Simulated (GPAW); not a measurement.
# Collinear magnetic orders of Fe3 Cr2 Fe3 001 with GPAW

Wanted: the moments of Fe3 Cr2 Fe3 001 and the energy of each order that was tried.

Calculated with GPAW 26.7.0; PBE; plane waves with GPAW's PAW setups, scalar-relativistic.

### 1. The starting structure

The cell holds 8 atoms: 6 Fe and 2 Cr. Its edges and angles: a = 2.884 Å, b = 2.884 Å, c = 21.979 Å, α = 90.0°, β = 90.0°, γ = 90.0°. ideal sites on the substrate's mesh, layer spacings from atomic volumes, unrelaxed, 12 A of vacuum. Vacuum lies along c.

### 2. Start 1: ferro ++++++

The parallel start comes first: it fits the smallest cell, keeps the most symmetry and shows whether parallel moments form.

order1.py

```python
import json
import numpy as np
from ase import Atoms
from ase.parallel import paropen, parprint
from gpaw import GPAW

atoms = Atoms(['Fe', 'Fe', 'Fe', 'Cr', 'Cr', 'Fe', 'Fe', 'Fe'],
    cell=[[2.884, 0.0, 0.0],
         [0.0, 2.884, 0.0],
         [0.0, 0.0, 21.979]],
    scaled_positions=[[0.0, 0.0, 0.272988],
         [0.5, 0.5, 0.337536],
         [0.0, 0.0, 0.402084],
         [0.5, 0.5, 0.467179],
         [0.0, 0.0, 0.532821],
         [0.5, 0.5, 0.597916],
         [0.0, 0.0, 0.662464],
         [0.5, 0.5, 0.727012]],
    pbc=True,
    magmoms=[2.6, 2.6, 2.6, 0.0, 0.0, 2.6, 2.6, 2.6])
atoms.calc = GPAW(mode={'name': 'pw', 'ecut': 450},
    xc='PBE',
    kpts={'size': (20, 20, 1), 'gamma': True},
    occupations={'name': 'fermi-dirac', 'width': 0.05},
    convergence={'density': 1e-05, 'energy': 1e-05},
    maxiter=250,
    mixer={'name': 'pulay', 'beta': 0.03, 'nmaxold': 8, 'weight': 100},
    symmetry={'tolerance': 1e-4},
    txt='order1.txt')
e = atoms.get_potential_energy(force_consistent=True)
res = {'free_energy': e, 'energy_sigma0': atoms.get_potential_energy(), 'fermi_energy': atoms.calc.get_fermi_level()}
res['moments'] = atoms.get_magnetic_moments().tolist()
res['total'] = atoms.get_magnetic_moment()
parprint('site moments (muB):', np.round(res['moments'], 3))
parprint(f"total moment: {res['total']:.3f} muB")
parprint(f'free energy: {e:.6f} eV')
atoms.calc.write('order1.gpw')
with paropen('results.json', 'w') as f:
    json.dump(res, f)
```

Launch:

```bash
$ OMP_NUM_THREADS=1 mpirun -n 4 gpaw python order1.py > order1.log
```

Numbers of over 12 decimals in the logs are rounded to 6 here.

The program printed:

```text
site moments (muB): [ 2.924  2.399  2.106 -0.249 -0.249  2.106  2.399  2.924]
total moment: 14.547 muB
free energy: -69.665350 eV

--- order1.txt ---
Input parameters:
  mode=PW(ecut=450),
  convergence={'density': 1e-05, 'energy': 1e-05},
  kpts=MonkhorstPack(size=(20, 20, 1), gamma=True),
  maxiter=250,
  mixer=Pulay(name='pulay', nmaxold=8, beta=0.03, weight=100, sigma=0.015, g_ss=None),
  occupations=Occupations(name='fermi-dirac', width=0.05),
  symmetry=Symmetry(tolerance=0.0001),
  xc=XC(name='PBE')

Diagonalizing LCAO Hamiltonian
Converting LCAO to pw mode
   .------.
  /|      |
 * |      |
 | |      |
 | |      |
 | |      |
 | |      |
 | |      |
 | |  Fe  |
 | |      |
 | |      |
 Fe|      |
 | |  Fe  |
 | |      |
 | |      |
 Cr|  Cr  |
 | |      |
 | |      |
 Fe|      |
 | |  Fe  |
 | |      |
 | |      |
 Fe|      |
 | |      |
 | |      |
 | |      |
 | |      |
 | .------.
 |/      /
 *------*

Atoms  # Å, Bohr magnetons
|   | symbol |        x |        y |         z |    initial magnetic moments |
|---|--------|----------|----------|-----------|-----------------------------|
| 0 |     Fe | 0.000000 | 0.000000 |  6.000003 | ( 0.0000,  0.0000,  2.6000) |
| 1 |     Fe | 1.442000 | 1.442000 |  7.418704 | ( 0.0000,  0.0000,  2.6000) |
| 2 |     Fe | 0.000000 | 0.000000 |  8.837404 | ( 0.0000,  0.0000,  2.6000) |
| 3 |     Cr | 1.442000 | 1.442000 | 10.268127 | ( 0.0000,  0.0000,  0.0000) |
| 4 |     Cr | 0.000000 | 0.000000 | 11.710873 | ( 0.0000,  0.0000,  0.0000) |
| 5 |     Fe | 1.442000 | 1.442000 | 13.141596 | ( 0.0000,  0.0000,  2.6000) |
| 6 |     Fe | 0.000000 | 0.000000 | 14.560296 | ( 0.0000,  0.0000,  2.6000) |
| 7 |     Fe | 1.442000 | 1.442000 | 15.978997 | ( 0.0000,  0.0000,  2.6000) |

Unit cell  # Å
| periodic |        x |        y |         z |   lengths |    angles |
|----------|----------|----------|-----------|-----------|-----------|
|      yes | 2.884000 | 0.000000 |  0.000000 |  2.884000 | 90.000000 |
|      yes | 0.000000 | 2.884000 |  0.000000 |  2.884000 | 90.000000 |
|      yes | 0.000000 | 0.000000 | 21.979000 | 21.979000 | 90.000000 |

Number of symmetries: 8

BZ-sampling:
  Number of BZ points: 400
  Number of IBZ points: 66

  Monkhorst-Pack size: [20, 20, 1]
  Monkhorst-Pack shift: [0.025, 0.025, 0.0]

K-points  # in reciprocal-cell coordinates
|     |                                coordinates |     weight |
|-----|--------------------------------------------|------------|
|   0 | ( -0.00000000,  -0.00000000,   0.00000000) | 0.00250000 |
|   1 | (  0.05000000,  -0.00000000,   0.00000000) | 0.01000000 |
|   2 | (  0.05000000,   0.05000000,   0.00000000) | 0.01000000 |
|   3 | (  0.10000000,  -0.00000000,   0.00000000) | 0.01000000 |
|   4 | (  0.10000000,   0.05000000,   0.00000000) | 0.02000000 |
|   5 | (  0.10000000,   0.10000000,   0.00000000) | 0.01000000 |
|   6 | (  0.15000000,  -0.00000000,   0.00000000) | 0.01000000 |
|   7 | (  0.15000000,   0.05000000,   0.00000000) | 0.02000000 |
|   8 | (  0.15000000,   0.10000000,   0.00000000) | 0.02000000 |
|   9 | (  0.15000000,   0.15000000,   0.00000000) | 0.01000000 |
| ... |                                            |            |
|  65 | (  0.50000000,   0.50000000,   0.00000000) | 0.00250000 |

Plane wave coefficients: 3994
Cutoff: 450.000000 eV

Spin-components: 2 (collinear spins)
Bands:           50
Projectors:      48
Spin-degeneracy: 1
Datatype:        complex128

Parallelization:
  kpt:    4
  domain: 1
  band:   1

Density:
  Valence electrons: 60.0
  Components: 2
  Grid points: [ 15  15 108]
  Charge: 0.0  # |e|

Potential:
  Grid points: [ 15  15 108]

species:
  Fe:
    name:    Iron
    Z:       26.0
    valence: 8
    core:    18
    charge:  0.0  # [|e|]
    compensation charges:
      type: gauss
      rc: 0.33  # [Å]
      lmax: 2
    cutoffs:
      filter: 2.06  # [Å]
      core: 2.67  # [Å]
    projectors
    | kind |    occ | energy [eV] | rcut [Å] |
    |------|--------|-------------|----------|
    |   4s |  2.000 |      -5.291 |    1.164 |
    |   4p |  0.000 |      -1.326 |    1.058 |
    |   3d |  6.000 |      -7.505 |    1.058 |
    |    s |        |      21.920 |    1.164 |
    |    p |        |      25.885 |    1.058 |
    |    d |        |      19.706 |    1.058 |

    Using partial waves for Fe as LCAO basis

  Cr:
    name:    Chromium
    Z:       24.0
    valence: 6
    core:    18
    charge:  0.0  # [|e|]
    compensation charges:
      type: gauss
      rc: 0.35  # [Å]
      lmax: 2
    cutoffs:
      filter: 2.14  # [Å]
      core: 3.04  # [Å]
    projectors
    | kind |    occ | energy [eV] | rcut [Å] |
    |------|--------|-------------|----------|
    |   4s |  1.000 |      -4.007 |    1.164 |
    |   4p |  0.000 |      -0.989 |    1.217 |
    |   3d |  5.000 |      -2.913 |    1.111 |
    |    s |        |      23.205 |    1.164 |
    |    p |        |      26.223 |    1.217 |
    |    d |        |      24.299 |    1.111 |

    Using partial waves for Cr as LCAO basis

Reference energy: -264881.482499  # eV

eigensolver:
  PPCG
  Converge bands: occupied
  niter=2

density mixing:
  Pulay-Mixer
  Linear mixing parameters: 0.03
  Old densities: 8
  Fourier metric: weight=100, sigma=0.015

occupation numbers:
  Fermi-Dirac:
    width: 0.0500  # eV

poisson solver:
  ecut: 3600.000000  # eV

xc functional:
  name: PBE with 2 nearest neighbor stencil

convergence criteria:
- Maximum integral of absolute [dens]ity change: 1e-05 electrons / valence electron
- Maximum [total energy] change in last 3 cyles: 1e-05 eV / valence electron
- Maximum integral of absolute [eigenst]ate change: 4e-08 eV^2 / valence electron
maximum number of iterations: 250

SCF iterations
|iter     |      energy | eigst |  dens |  magmom |
|---------|-------------|-------|-------|---------|
|iter:   1|       0s |  -81.801564 | +0.48 |       | +15.6333|
|iter:   2|      11s |  -74.575352 | -0.81 | -0.52 | +15.5496|
|iter:   3|      21s |  -72.634232 | -1.27 | -0.70 | +15.5049|
|iter:   4|      32s |  -71.905039 | -1.95 | -0.75 | +15.4593|
|iter:   5|      43s |  -71.039450 | -1.45 | -0.84 | +15.3820|
|iter:   6|      53s |  -70.503478 | -2.15 | -0.82 | +15.3499|
|iter:   7|      64s |  -69.702174 | -0.94 | -0.88 | +15.1095|
|iter:   8|      75s |  -69.343307 | -1.86 | -1.00 | +15.1421|
|iter:   9|      85s |  -69.365120 | -2.67 | -1.13 | +15.1358|
|iter:  10|      96s |  -69.312398 | -2.14 | -1.13 | +15.0255|
[... 44 iterations left out ...]
|iter:  55|     527s |  -69.620697c| -8.38c| -4.44 | +14.5486|
|iter:  56|     532s |  -69.620696c| -8.47c| -4.50 | +14.5484|
|iter:  57|     537s |  -69.620695c| -8.38c| -4.59 | +14.5481|
|iter:  58|     542s |  -69.620695c| -8.65c| -4.69 | +14.5481|
|iter:  59|     547s |  -69.620695c| -8.91c| -4.71 | +14.5482|
|iter:  60|     552s |  -69.620695c| -9.12c| -4.70 | +14.5482|
|iter:  61|     557s |  -69.620695c| -8.34c| -4.71 | +14.5481|
|iter:  62|     562s |  -69.620694c| -8.43c| -4.79 | +14.5476|
|iter:  63|     567s |  -69.620694c| -8.86c| -4.95 | +14.5474|
|iter:  64|     572s |  -69.620694c| -9.26c| -5.02c| +14.5474|

Converged in 64 steps
Energy contributions relative to reference atoms: (reference = -264881.482499)

Energy contributions:
  Kinetic:           2.464894
  Coulomb:          -9.367613
  Zero:              1.267556
  External:          0.000000
  Xc:              -63.940875
  Entropy:          -0.089312
  Spinorbit:         0.000000
  ----------------------------
  Free energy:     -69.665350
  Extrapolated:    -69.620694

dipole moment: (-28.279794, -28.279794, -0.000408)  # |e|*Ang

Total magnetic moment: (0.000000, 0.000000, 14.547356)

Local magnetic moments
|        x |        y |         z |
|----------|----------|-----------|
| 0.000000 | 0.000000 |  2.924451 |  # Fe   0
| 0.000000 | 0.000000 |  2.398574 |  # Fe   1
| 0.000000 | 0.000000 |  2.105732 |  # Fe   2
| 0.000000 | 0.000000 | -0.248748 |  # Cr   3
| 0.000000 | 0.000000 | -0.248656 |  # Cr   4
| 0.000000 | 0.000000 |  2.105715 |  # Fe   5
| 0.000000 | 0.000000 |  2.398575 |  # Fe   6
| 0.000000 | 0.000000 |  2.924450 |  # Fe   7

Fermi level: 3.489
Eigenvalues  # (at kpt = [-0.000, -0.000, 0.000])
| band index |      eig [eV] | occ [0-1] |      eig [eV] | occ [0-1] |
|------------|---------------|-----------|---------------|-----------|
|          0 |        -4.510 |     1.000 |        -4.421 |     1.000 |
|        ... |               |           |               |           |
|         23 |         1.443 |     1.000 |         3.616 |     0.073 |
|         24 |         1.452 |     1.000 |         3.647 |     0.041 |
|         25 |         1.483 |     1.000 |         3.706 |     0.013 |
|         26 |         1.805 |     1.000 |         3.706 |     0.013 |
|         27 |         1.864 |     1.000 |         3.776 |     0.003 |
|         28 |         1.978 |     1.000 |         3.782 |     0.003 |
|         29 |         2.325 |     1.000 |         4.055 |     0.000 |
|         30 |         2.325 |     1.000 |         4.290 |     0.000 |
|         31 |         2.363 |     1.000 |         4.290 |     0.000 |
|         32 |         2.363 |     1.000 |         4.478 |     0.000 |
|         33 |         2.720 |     1.000 |         4.480 |     0.000 |
|         34 |         2.740 |     1.000 |         4.654 |     0.000 |
|         35 |         2.764 |     1.000 |         4.671 |     0.000 |
|         36 |         2.840 |     1.000 |         4.972 |     0.000 |
|         37 |         3.220 |     0.995 |         4.972 |     0.000 |
|         38 |         3.220 |     0.995 |         5.031 |     0.000 |
|        ... |               |           |               |           |
|         49 |         9.398 |     0.000 |         9.781 |     0.000 |

No gap
No difference between direct/indirect transitions
```

Elapsed: 9.8 min, on 4 MPI ranks of Arm Neoverse V1, shared host; peak memory 1.3 GiB.

Spin moment in the augmentation sphere by atom:

| atom | spin moment in the augmentation sphere (μB) |
| --- | --- |
| Fe1 | 2.92 |
| Fe2 | 2.40 |
| Fe3 | 2.11 |
| Cr4 | -0.25 |
| Cr5 | -0.25 |
| Fe6 | 2.11 |
| Fe7 | 2.40 |
| Fe8 | 2.92 |

Read from the output:

| Item | Value |
| --- | --- |
| magnetization | 14.55 μB |
| final state | ferromagnetic |

After 64 cycles the largest moment stands at 2.92 μB.

(Part 1 of 2 ends here.)

[Logs and program files are shortened in this print: banners, set-up blocks, solver, clock and traceback lines can be left out without a mark of their own.]

[Logs are printed without paths, hosts, clocks, repeated set-up lines and the standing remarks that a program may print on its own settings, such as how far it seeks lower states.]

[Hosts, paths, dates, database ids (printed as entryN), source tags and the programs' standing remarks are cut or masked in the printed files.]

[Where a cell is said to come from a database of computed structures, the database is the Materials Project.]
